How wrong does a metal's energy, pressure or magnetic moment become when its electrons are sampled on only a 2×2×2 mesh? Magnetic TiCo₃ was computed at fixed atoms on meshes on both sides of that one, and the answer can be sought from them before it is seen. The mesh consists of k points, the electron wavevectors at which the bands are computed. Energy and pressure are given relative to the 16×16×16 mesh, and the moment is that of the four-atom cell.

Cubic TiCo3 (Cu3Au type, a = 3.614 Å) at fixed atoms, computed with Ansatz 0.2.0 (plane-wave PAW, scalar-relativistic, r2SCAN, collinear spin). Cutoff 500 eV, Gaussian smearing of 0.1 eV, Gamma-centred k meshes, light search for lower self-consistent states. Energies are for zero smearing, pressure is positive in compression, and the reference is the 16×16×16 mesh.

```
  k mesh                        starting moments  energy less reference (meV/atom)  pressure less reference (GPa)  irreducible k points  cell moment (μB)
   1x1x1  Ti -0.74 Co +1.48 Co +1.48 Co +1.48 μB                               548                          -2.98                     1              5.00
   2x2x2  Ti -0.74 Co +1.48 Co +1.48 Co +1.48 μB                                 ?                              ?                     ?                 ?
   4x4x4  Ti -0.74 Co +1.48 Co +1.48 Co +1.48 μB                             -1.47                          0.287                    10              2.94
   6x6x6  Ti -0.74 Co +1.48 Co +1.48 Co +1.48 μB                            -0.934                         -0.369                    20              2.74
   8x8x8  Ti -0.74 Co +1.48 Co +1.48 Co +1.48 μB                             0.461                          0.251                    35              2.89
10x10x10  Ti -0.74 Co +1.48 Co +1.48 Co +1.48 μB                             0.476                         -0.126                    56              2.80
12x12x12  Ti -0.76 Co +1.46 Co +1.46 Co +1.46 μB                            -0.102                          0.043                    84              2.85
14x14x14  Ti -0.74 Co +1.48 Co +1.48 Co +1.48 μB                             0.859                         -0.135                   120              2.81
```

The coarsest limit is a single point. There the electrons fill separate levels, as in a molecule. The run's large entropy term, 0.077 eV, fits a threefold level that is partly filled in one spin direction only. The other direction then holds a whole number of electrons, and since the calculation treats 63 in all, the moment is a whole number too, 5.00 μB. The energy is wrong by 548 meV/atom. This is an artefact of the mesh and not a high-spin phase of the metal. From 4×4×4 on, the energy error stays within 1.5 meV/atom, but it doesn't fall steadily: 14×14×14 does worse than 12×12×12.

Theory explains why a metal behaves like this. A quantity that varies over k space can be written as a sum of waves, each belonging to a distance in the crystal. A mesh with $n$ divisions along each axis can't tell a wave belonging to $n$ cell lengths from a constant, so it counts that wave by mistake. In an insulator the long-distance waves die away exponentially, and the mesh error goes with them.

In a metal the occupation drops abruptly at the Fermi surface, and a sharp step needs waves of long range. Their strength falls roughly as $1/n$ if parts of the surface are flat and parallel, and as $1/n^2$ if they are curved, because neighbouring parts then partly cancel. Their sign oscillates with $n$, at a rate set by where the Fermi surface lies in k space. Smearing rounds the step and damps the most distant waves most strongly.

The table shows such an oscillation. Meshes 4, 8 and 12 give higher moments and positive pressure errors, while 6, 10 and 14 give lower moments and negative ones. Curved parts of the Fermi surface that lie about a quarter of the repeat length in k space from the zone centre could produce this beat, with sign $\cos(\pi n/2)$. Flat sheets exactly there could not, because the waves from opposite sheets cancel on every even mesh. The position is a guess, since no Fermi surface is given; the sign rule itself was read off these six rows.

For the moment $M$, a constant plus an alternating tail is fitted from 4×4×4 on. The tail falls as $1/n$ because that follows the rows better than $1/n^2$, although curved parts should give the latter:

$$M(n) = 2.83 + 0.439\,\frac{\cos(\pi n/2)}{n}\ \mu_\mathrm{B}.$$

At $n=2$ the cosine is −1, so $M = 2.83 - 0.439/2 = 2.61$ μB. The forecast is therefore about 2.6 μB, below the fine-mesh value, with a range of 1.9 to 3.3. The range is a judgement, much wider than the scatter of the fit, because so few points may not yet feel the Fermi surface as a simple tail.

The same form fitted to the pressure gives a negative error of about −0.8 GPa, with a range of −2.8 to +1.2.

For the energy only the size of the error is forecast, since the known signs follow no such rule. A power law through all known rows gives about 34 meV/atom, with a range of 3 to 300. The range has to be wide because the fit leans on the single-point row; without that row it would give only 3 meV/atom.

The number of irreducible k points, those left after symmetry has removed the copies, should need no fit. Eight points form the full mesh: the zone centre, three face centres, three edge centres and one corner. Cubic symmetry makes each set of three equivalent, which leaves 4, and the same counting is exact in every known row. This forecast carries no error bar.

The withheld rows as computed:

```
k mesh                        starting moments  energy less reference (meV/atom)  pressure less reference (GPa)  irreducible k points  cell moment (μB)
 2x2x2  Ti -0.74 Co +1.48 Co +1.48 Co +1.48 μB                              65.9                          0.957                     6              2.50
```

The forecast that looked safest has failed: there are 6 irreducible points, not 4. Six is what remains if one cubic axis differs from the other two, for then each set of three splits into a pair and a single point. The atoms haven't moved, so the lower symmetry must lie in how the run treated the electrons. The run's further output confirms it: the search for lower states left the cubic symmetry, and 16 symmetry operations remain of 48. One cobalt atom carries a moment about 0.03 μB smaller than the other two, each sitting on a cube face with its own axis. The stress shows the split far more clearly, with −1.4 GPa along one axis and −4.4 GPa along the other two.

This changes what the other results are worth. The moment of 2.50 μB lies close to the forecast and well inside its range. Yet the formula was built on runs whose point counts fit cubic symmetry, and this run sits in a less symmetric electronic state. The agreement is therefore no confirmation that the tail reaches down to such a coarse mesh. Luck may play a part too. Over the eight points the moment adds up to 20 μB, a whole number as on the single point. If one spin direction again has only full or empty levels, the cell moment can change only in steps of 0.25 μB, too coarse to follow a smooth tail.

The pressure gives a plainer warning. Its error is +0.957 GPa, inside the range but with the wrong sign. From 4×4×4 on, a lower moment went with a lower pressure, apart from one tiny reversal between 10×10×10 and 14×14×14, as it would if larger moments push the atoms apart; here a low moment comes with a high pressure. The stress shows where the surplus arises. Along two axes it lies within 0.04 GPa of the reference, so the whole error comes from the odd axis. A formula fitted to runs with three equal axes couldn't foresee that. How much is due to the coarse sampling and how much to the change of state can't be told from one row.

The energy error, 65.9 meV/atom, is about twice the forecast and within its range. That modest success depends on the single-point row, as the fit without it would have been too low by a factor of about 20. The power law thus served as a bridge between a very bad mesh and a fairly good one, and its exponent has no physical meaning here. The printed analysis gives the fits and their misses.

In this metal the alternation offers a simple remedy once the runs share a state. Another Fermi surface may beat differently, so look for the alternation before relying on it. The pressure errors of 6×6×6 and 8×8×8 average to $(-0.369+0.251)/2 = -0.06$ GPa, far less than either alone. Every pair of neighbouring meshes from 4×4×4 on averages to within 0.07 GPa of the reference, which has a mesh error of its own. The gain fades on the finest meshes, where 12×12×12 alone is already as close as its averages with either neighbour. Before averaging, compare the number of irreducible points with the count that the crystal's symmetry demands. Compare the stress along the three axes too, since in a cubic state they must agree. The forces raise no alarm, because they vanish by symmetry on every mesh. And a converged moment isn't yet a correct one: r2SCAN tends to make metallic magnets too magnetic, which no mesh can cure.

What remains open is whether the coarse mesh created the less symmetric state or merely stumbled on one that the finer runs missed. The runs themselves warn that their states may not be the lowest, and energies from different meshes can't decide the matter. An 8×8×8 run started with unequal cobalt moments could help: it would either return to the cubic solution or settle in another, whose energy could then be compared on the same mesh.

Output of the analysis:

```
Size of energy error at 1x1x1 over that at 4x4x4: 372.8
Spread of energy errors from 4x4x4 on, meV/atom: 2.329
Correlation of pressure error and moment from 4x4x4 on: 0.9821
fit of cell_moment on 6 rows (n > 2): constant 2.83 +/- 0.0062, coefficient of tail1 0.4389 +/- 0.042; rms 0.0123, worst 6x6x6 0.0164, leave-one-out rms 0.0181
  rows outside the fit (model, value, miss): 1x1x1 2.83, 5, -2.17; 2x2x2 2.61, 2.5, 0.11
fit of cell_moment on 6 rows (n > 2): constant 2.823 +/- 0.0096, coefficient of tail2 2.188 +/- 0.33; rms 0.0187, worst 8x8x8 -0.0329, leave-one-out rms 0.0479
  rows outside the fit (model, value, miss): 1x1x1 2.823, 5, -2.18; 2x2x2 2.276, 2.5, -0.224
fit of pressure_less_reference on 6 rows (n > 2): constant -0.03872 +/- 0.033, coefficient of tail1 1.525 +/- 0.22; rms 0.0648, worst 8x8x8 -0.0991, leave-one-out rms 0.105
  rows outside the fit (model, value, miss): 1x1x1 -0.03872, -2.98, 2.94; 2x2x2 -0.8012, 0.957, -1.76
fit of logE on 7 rows: constant 2.379 +/- 0.44, coefficient of logn -2.813 +/- 0.51; rms 0.415, worst 14x14x14 -0.779, leave-one-out rms 0.887
  rows outside the fit (model, value, miss): 2x2x2 1.533, 1.819, -0.286
fit of logE on 6 rows (n > 2): constant 0.8369 +/- 0.75, coefficient of logn -1.198 +/- 0.8; rms 0.296, worst 12x12x12 0.535, leave-one-out rms 0.462
  rows outside the fit (model, value, miss): 1x1x1 0.8369, 2.739, -1.9; 2x2x2 0.4763, 1.819, -1.34
Forecast size of energy error at 2x2x2, meV/atom: 34.09
Same from the fit without 1x1x1, meV/atom: 2.994
Computed energy error at 2x2x2, meV/atom: 65.9
Computed size over forecast size of energy error at 2x2x2: 1.933
Forecast irreducible k points at 2x2x2: 4
Computed irreducible k points at 2x2x2: 6
```
